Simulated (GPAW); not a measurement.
The system is BaTiO3 (Barioperovskite).

```xyz
5
Lattice="3.9855 0.0000 0.0000 0.0000 2.8369 2.8451 0.0000 -2.8369 2.8451" Properties=species:S:1:pos:R:3 pbc="T T T"
Ba    0.0000    0.0000    0.0000
Ti    1.9928    0.0000    2.9157
O     1.9928    1.3804    4.2594
O     1.9928   -1.3804    4.2594
O     0.0000    0.0000    2.7735
```

```yaml
Program: GPAW 26.7.0
Task: relaxation of cell and atoms
Functional: PBEsol
Dispersion: D3
Potentials_or_basis: PAW data sets generated in the run's folder for this functional
Cutoff: 800 eV
Basis: pw
k_mesh: 4 × 4 × 4
Occupations: fermi-dirac, width 0.05 eV
Spin: no spin polarisation
```

At the start: pressure -4.2 GPa; volume 12.87 Å³/atom.

Q: Where does the relaxation end?

A: Over 27 steps the energy falls by 7.9 meV/atom and the volume is 12.64 Å³/atom (-1.7 %); space group Amm2 (No. 38, to 0.05 Å).

Step by step:
| step | energy change (eV) | largest force (eV/Å) | pressure (GPa) | volume (Å³) |
| --- | --- | --- | --- | --- |
| 1 | 0.0000 | 0.2835 | -4.19 | 64.34 |
| 2 | -0.0057 | 0.2691 | -3.79 | 64.21 |
| 3 | -0.0154 | 0.2399 | -3.00 | 63.96 |
| 4 | -0.0257 | 0.1978 | -1.88 | 63.63 |
| 5 | -0.0333 | 0.1598 | -0.51 | 63.24 |
| 6 | -0.0356 | 0.1521 | 0.89 | 62.87 |
| 7 | -0.0358 | 0.1465 | 0.86 | 62.88 |
| 8 | -0.0361 | 0.1356 | 0.79 | 62.89 |
| 9 | -0.0365 | 0.1202 | 0.71 | 62.91 |
| 10 | -0.0370 | 0.1016 | 0.60 | 62.93 |
| 11 | -0.0375 | 0.0814 | 0.47 | 62.96 |
| 12 | -0.0380 | 0.0626 | 0.33 | 62.99 |
| 13 | -0.0384 | 0.0496 | 0.19 | 63.03 |
| 14 | -0.0386 | 0.0470 | 0.05 | 63.06 |
| 15 | -0.0388 | 0.0543 | -0.07 | 63.10 |
| 16 | -0.0390 | 0.0627 | -0.17 | 63.14 |
| 17 | -0.0391 | 0.0655 | -0.22 | 63.17 |
| 18 | -0.0393 | 0.0591 | -0.21 | 63.19 |
| 19 | -0.0395 | 0.0435 | -0.15 | 63.21 |
| 20 | -0.0395 | 0.0297 | -0.02 | 63.22 |
| 21 | -0.0395 | 0.0291 | -0.02 | 63.22 |
| 22 | -0.0395 | 0.0283 | -0.02 | 63.22 |
| 23 | -0.0395 | 0.0271 | -0.02 | 63.22 |
| 24 | -0.0395 | 0.0255 | -0.02 | 63.22 |
| 25 | -0.0396 | 0.0236 | -0.02 | 63.21 |
| 26 | -0.0396 | 0.0213 | -0.02 | 63.21 |
| 27 | -0.0396 | 0.0188 | -0.01 | 63.21 |

Final structure:
```yaml
crystal:
  lattice:
    - [3.95295, 0.00000, 0.00000]
    - [0.00000, 2.82377, 2.83154]
    - [0.00000, -2.82377, 2.83154]
  atoms:
    - { symbol: Ba, position: [0.00000, 0.00651, 0.00651] }
    - { symbol: Ti, position: [0.50000, 0.51880, 0.51880] }
    - { symbol: O, position: [0.50000, 0.98656, 0.49268] }
    - { symbol: O, position: [0.50000, 0.49268, 0.98656] }
    - { symbol: O, position: [0.00000, 0.49234, 0.49234] }
```

Caveat: the k mesh is coarse; later steps reuse the first step's grids.
